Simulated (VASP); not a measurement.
**Si in VASP: one cell, several levels of theory**

What does VASP give for Si in the diamond structure, under -2.5 % biaxial strain in x and y, free along z, the cell held fixed? Runs: PBE, r2SCAN. The results are then set beside those of Ansatz 0.2.0 for the same cell.

The runs shown are made with VASP 6.6.1. PAW datasets, plane waves. No spin polarisation and no zero-point or thermal motion.

### 1 The cell

The cell comes from an earlier relaxation with r2SCAN in another program, then strained, with the atoms relaxed again.

It is tetragonal, I4_1/amd (No. 141); conventional cell a = 3.753 Å, c = 5.543 Å, 19.52 Å³ an atom. Near Si stand 4 Si at 2.33 Å.

Coordinates:

```
CELL_PARAMETERS angstrom
0.00000 2.65407 2.77137
2.65407 0.00000 2.77137
2.65407 2.65407 0.00000
ATOMIC_POSITIONS crystal
Si 0.00000 0.00000 0.00000
Si 0.25000 0.25000 0.25000
```

### 2 PBE

INCAR

```
ENCUT = 520.000000
SIGMA = 0.020000
EDIFF = 1.00e-07
GGA = PE
PREC = Accurate
IBRION = -1
ISIF = 2
ISMEAR = -1
NBANDS = 11
NELM = 120
NSW = 0
LASPH = .TRUE.
LCHARG = .TRUE.
LELF = .TRUE.
LWAVE = .FALSE.
LREAL = .FALSE.
```

KPOINTS

```
KPOINTS created by Atomic Simulation Environment
0
Gamma
8 8 8
0 0 0
```

KPOINTS_OPT

```
special points
7
Reciprocal
0.0000000000 0.0000000000 0.0000000000 1
0.5000000000 0.0000000000 0.5000000000 1
0.6250000000 0.2500000000 0.6250000000 1
0.3750000000 0.3750000000 0.7500000000 1
0.5000000000 0.5000000000 0.5000000000 1
0.5000000000 0.2500000000 0.7500000000 1
0.0000000000 0.4218750000 0.4218750000 1
```

POSCAR

```
Si
 1.0000000000000000
     0.0000000000000000    2.6540659233000001    2.7713727607999998
     2.6540659233000001    0.0000000000000000    2.7713727607999998
     2.6540659233000001    2.6540659233000001    0.0000000000000000
 Si
   2
Cartesian
  0.0000000000000000  0.0000000000000000  0.0000000000000000
  1.3270329616500001  1.3270329616500001  1.3856863803999999
```

The run uses the recommended PBE PAW datasets (8 valence electrons a neutral cell).

Command:

```sh
> mpirun -np 1 vasp_std
```

Printed to the terminal (iteration lines stand in OSZICAR):

```text
POSCAR found type information on POSCAR Si
 POSCAR found :  1 types and       2 ions
 LDA part: xc-table for (Slater+PW92), standard interpolation
 POSCAR, INCAR and KPOINTS ok, starting setup
 FFT: planning ... GRIDC
 FFT: planning ... GRID_SOFT
 FFT: planning ... GRID
 WAVECAR not read
 entering main loop
 Start KPOINTS_OPT (optional k-point list driver)
k-point batch [1-7\7]
```

OSZICAR:

```text
N       E                     dE             d eps       ncg     rms          rms(c)
DAV:   1     0.594408476486E+01    0.59441E+01   -0.32133E+03  1298   0.559E+02
DAV:   2    -0.104893496755E+02   -0.16433E+02   -0.15874E+02  1714   0.830E+01
DAV:   3    -0.109973471872E+02   -0.50800E+00   -0.50599E+00  1655   0.119E+01
DAV:   4    -0.110012043325E+02   -0.38571E-02   -0.38568E-02  1564   0.130E+00
DAV:   5    -0.110012420525E+02   -0.37720E-04   -0.37720E-04  1695   0.119E-01    0.504E+00
DAV:   6    -0.108650701103E+02    0.13617E+00   -0.79324E-02  1466   0.116E+00    0.308E+00
DAV:   7    -0.108040485666E+02    0.61022E-01   -0.14930E-01  1492   0.170E+00    0.208E-01
DAV:   8    -0.108052744490E+02   -0.12259E-02   -0.63301E-03  1469   0.434E-01    0.832E-02
DAV:   9    -0.108054677762E+02   -0.19333E-03   -0.18346E-04  1633   0.846E-02    0.617E-02
DAV:  10    -0.108054928508E+02   -0.25075E-04   -0.21566E-05  1502   0.269E-02    0.653E-03
DAV:  11    -0.108054932819E+02   -0.43114E-06   -0.20899E-06  1619   0.752E-03    0.347E-03
DAV:  12    -0.108054934024E+02   -0.12047E-06   -0.42322E-07  1452   0.411E-03    0.243E-03
DAV:  13    -0.108054934497E+02   -0.47358E-07   -0.52057E-09   943   0.482E-04
   1 F= -.10805493E+02 E0= -.10805493E+02  d E =-.930155E-06
       N       E                     dE             ncg
DAV:   1     0.826550243334E+03   -0.16321E+04      154
DAV:   2     0.717654686452E+03   -0.10890E+03      230
DAV:   3     0.713747129505E+03   -0.39076E+01      214
DAV:   4     0.713721758391E+03   -0.25371E-01      208
DAV:   5     0.713721599792E+03   -0.15860E-03      192
DAV:   6     0.713721597632E+03   -0.21600E-05      235
DAV:   7     0.713721597600E+03   -0.31721E-07      175
```

The lines after F= are the extra pass for the points of KPOINTS_OPT, at fixed density; their E is not a total energy.

Parts of OUTCAR:

```text
k-points           NKPTS =     59   k-points in BZ     NKDIM =     59   number of bands    NBANDS=     11

   NELECT =       8.0000    total number of electrons

   dimension x,y,z NGX =    30 NGY =   30 NGZ =   28
   dimension x,y,z NGXF=    60 NGYF=   60 NGZF=   56

  energy-cutoff  :      520.00
  volume of cell :       39.04
      direct lattice vectors                 reciprocal lattice vectors
     0.000000000  2.654065923  2.771372761    -0.188390196  0.188390196  0.180416004
     2.654065923  0.000000000  2.771372761     0.188390196 -0.188390196  0.180416004
     2.654065923  2.654065923  0.000000000     0.188390196  0.188390196 -0.180416004

 k-points in reciprocal lattice and weights: KPOINTS created by Atomic Simulation Env
   0.00000000  0.00000000  0.00000000       0.002
   0.12500000  0.00000000  0.00000000       0.016
   0.25000000  0.00000000  0.00000000       0.016
   0.37500000  0.00000000  0.00000000       0.016
   0.50000000  0.00000000  0.00000000       0.008
   0.12500000  0.12500000  0.00000000       0.004
   0.25000000  0.12500000  0.00000000       0.016
   0.37500000  0.12500000  0.00000000       0.016
[... 51 more k-points ...]

 E-fermi :   6.3596

 k-point     1 :       0.0000    0.0000    0.0000
  band No.  band energies     occupation
      1      -6.0449      2.00000
      2       5.8730      2.00000
      3       6.1984      1.99937
      4       6.1984      1.99937
      5       8.6215      0.00000
      6       8.6215      0.00000
      7       8.7735      0.00000
      8       9.7258      0.00000
      9      13.4082      0.00000
     10      14.1504      0.00000
     11      14.2275      0.00000

 k-point     2 :       0.1250    0.0000    0.0000
  band No.  band energies     occupation
      1      -5.8360      2.00000
      2       4.4743      2.00000
      3       5.6751      2.00000
      4       5.9222      2.00000
      5       8.6237      0.00000
      6       9.0666      0.00000
      7       9.1729      0.00000
      8      11.0116      0.00000
      9      13.0112      0.00000
     10      13.6505      0.00000
     11      14.9506      0.00000

 k-point     3 :       0.2500    0.0000    0.0000
  band No.  band energies     occupation
      1      -5.2261      2.00000
      2       2.1172      2.00000
      3       5.1477      2.00000
      4       5.4835      2.00000
      5       8.1538      0.00000
      6       9.5899      0.00000
      7       9.6782      0.00000
      8      13.0254      0.00000
      9      13.3767      0.00000
     10      13.3998      0.00000
     11      15.2185      0.00000

 k-point     4 :       0.3750    0.0000    0.0000
  band No.  band energies     occupation
      1      -4.3078      2.00000
      2       0.0553      2.00000
      3       4.7802      2.00000
      4       5.1877      2.00000
      5       7.7721      0.00000
      6       9.4549      0.00000
      7       9.6950      0.00000
      8      14.0442      0.00000
      9      14.6175      0.00000
     10      14.7636      0.00000
     11      16.0898      0.00000

 k-point     5 :       0.5000    0.0000    0.0000
  band No.  band energies     occupation
      1      -3.6457      2.00000
      2      -0.9976      2.00000
      3       4.6533      2.00000
      4       5.0886      2.00000
      5       7.6352      0.00000
      6       9.3344      0.00000
      7       9.5918      0.00000
      8      13.8687      0.00000
      9      16.4780      0.00000
     10      16.8986      0.00000
     11      17.3205      0.00000

 k-point     6 :       0.1250    0.1250    0.0000
  band No.  band energies     occupation
      1      -5.7796      2.00000
      2       4.5728      2.00000
      3       5.3933      2.00000
      4       5.3933      2.00000
      5       8.2621      0.00000
      6       9.7822      0.00000
      7       9.7822      0.00000
      8      10.7166      0.00000
      9      12.1395      0.00000
     10      14.5186      0.00000
     11      15.1713      0.00000

 k-point     7 :       0.2500    0.1250    0.0000
  band No.  band energies     occupation
      1      -5.3130      2.00000
      2       2.8118      2.00000
      3       4.7509      2.00000
      4       4.9009      2.00000
      5       8.4465      0.00000
      6       9.8242      0.00000
      7      10.6165      0.00000
      8      10.7614      0.00000
      9      13.5143      0.00000
     10      14.5206      0.00000
     11      16.2416      0.00000

 k-point     8 :       0.3750    0.1250    0.0000
  band No.  band energies     occupation
      1      -4.4864      2.00000
      2       0.7614      2.00000
      3       4.0430      2.00000
      4       4.6627      2.00000
      5       8.5544      0.00000
      6       9.5261      0.00000
      7      10.7241      0.00000
      8      11.8266      0.00000
      9      15.3875      0.00000
     10      15.5197      0.00000
     11      16.0603      0.00000

 k-point     9 :       0.5000    0.1250    0.0000
  band No.  band energies     occupation
      1      -3.5840      2.00000
      2      -0.7525      2.00000
      3       3.5566      2.00000
      4       4.7159      2.00000
      5       8.5535      0.00000
      6       9.3332      0.00000
      7      10.3608      0.00000
      8      13.8475      0.00000
      9      15.1978      0.00000
     10      16.4833      0.00000
     11      17.5411      0.00000

 k-point    10 :      -0.3750    0.1250    0.0000
  band No.  band energies     occupation
      1      -3.7923      2.00000
      2      -0.4251      2.00000
      3       3.3820      2.00000
      4       5.0293      2.00000
      5       8.7252      0.00000
      6       9.4787      0.00000
      7      10.0882      0.00000
      8      14.0103      0.00000
      9      14.1677      0.00000
     10      15.3674      0.00000
     11      17.6558      0.00000

 k-point    11 :      -0.2500    0.1250    0.0000
  band No.  band energies     occupation
      1      -4.7408      2.00000
      2       1.3641      2.00000
      3       3.5655      2.00000
      4       5.5153      2.00000
      5       9.0165      0.00000
      6       9.8175      0.00000
      7       9.8257      0.00000
      8      12.3551      0.00000
      9      12.6379      0.00000
     10      15.7576      0.00000
     11      16.6968      0.00000

[... the tables of k-points 12 to 59 left out ...]

  Total        1.4546943      1.4546943      0.3591636      0.0000000      0.0000000      0.0000000
  in kB       59.6944507     59.6944507     14.7385420      0.0000000      0.0000000      0.0000000
  external PRESSURE =      44.7091478 kB  Pullay stress =       0.0000000 kB

 POSITION                                       TOTAL-FORCE (eV/Angst)
 -----------------------------------------------------------------------------------
      0.00000      0.00000      0.00000         0.000000      0.000000      0.000000
      1.32703      1.32703      1.38569         0.000000      0.000000     -0.000000
 -----------------------------------------------------------------------------------
    total drift:                               -0.000000     -0.000000     -0.000000

  FREE ENERGIE OF THE ION-ELECTRON SYSTEM (eV)
  ---------------------------------------------------
  free  energy   TOTEN  =       -10.8054934497 eV

  energy  without entropy=      -10.8054925196  energy(sigma->0) =      -10.80549298
```

Hardware: 1 MPI rank of Intel Xeon Platinum 8488C, shared host.

The levels at the points of KPOINTS_OPT are read from vasprun.xml.

Near the gap, in eV above the top of the last filled band v; c is the band after it:

```tsv
point	v−1	v	c	c+1
Γ	0.00	0.00	2.42	2.42
X	-3.13	-3.13	0.44	0.44
U	-4.52	-2.70	0.94	3.85
K	-4.54	-2.35	1.31	4.42
L	-1.55	-1.11	1.44	3.14
W	-4.06	-4.06	4.28	4.28
```

Gap with PBE: 0.29 eV, valence top at Γ, conduction bottom at (0.00, 0.42, 0.42). Least direct gap: 2.42 eV. Pressure: 4.47 GPa; the forces vanish within 0.01 eV/Å.

The maps below are laid out on this run's own conventional cell (a, b, c = 3.753, 3.753, 5.543 Å).

Density in a lattice plane of the grid's cell (edges 3.75 and 5.54 Å, at 0.000 of the third edge), which holds Si.

Ten even steps from ' ' (-0.19 e/Å³) to '@' (0.58 e/Å³):
```
::==##@@%%##**********##%%@@##==
**##@@@@@@@@%%######%%@@@@@@@@##
####%%@@@@@@@@##**##@@@@@@@@%%##
******##%%@@##==::==##@@%%##****
====++**####++::  ::++####**++==
----==++****++--::--++****++==--
------==++**************++==----
::::----==++**######**++==----::
::::------==++++**++++==------::
::::::------==========------::::
::::::::------------------::::::
::::::::::--------------::::::::
--------::::::::::::::::::------
----------::::::::::::::--------
======------::::::::::------====
**++++==------::::::------==++++
####**++==------::------==++**##
********++==----------==++******
::--++****++==------==++****++--
  ::++####**++======++**####++::
```
Columns run along the first of these edges and rows up along the second, over one cell in 16 and 20 even steps from the bottom left corner. Atoms in the plane (fractional): Si at (0.00, 0.00), Si at (0.50, 0.75).

ELF in the same plane.

Values, 12 rows by 8 columns:
```
0.32 0.83 0.94 0.86 0.64 0.86 0.94 0.83
0.65 0.87 0.95 0.84 0.32 0.84 0.95 0.87
0.44 0.67 0.79 0.40 0.05 0.40 0.79 0.67
0.12 0.28 0.48 0.37 0.32 0.37 0.48 0.28
0.03 0.09 0.33 0.56 0.64 0.56 0.33 0.09
0.01 0.03 0.14 0.34 0.44 0.34 0.14 0.03
0.03 0.03 0.04 0.09 0.13 0.09 0.04 0.03
0.12 0.09 0.04 0.03 0.03 0.03 0.04 0.09
0.44 0.34 0.14 0.03 0.01 0.03 0.14 0.34
0.65 0.57 0.34 0.09 0.03 0.09 0.34 0.57
0.32 0.38 0.48 0.29 0.13 0.29 0.48 0.38
0.04 0.38 0.79 0.67 0.44 0.67 0.79 0.38
```
Columns run along the first of these edges and rows up along the second, over one cell in 8 and 12 even steps from the bottom left corner. Atoms in the plane (fractional): Si at (0.00, 0.00), Si at (0.50, 0.75).

Both are smooth fields of the valence electrons: close to the nuclei they are not physical.

The highest ELF values outside the cores: 0.95 on the Si–Si line, 1.1 Å from Si.

[end of part 1 of 2]
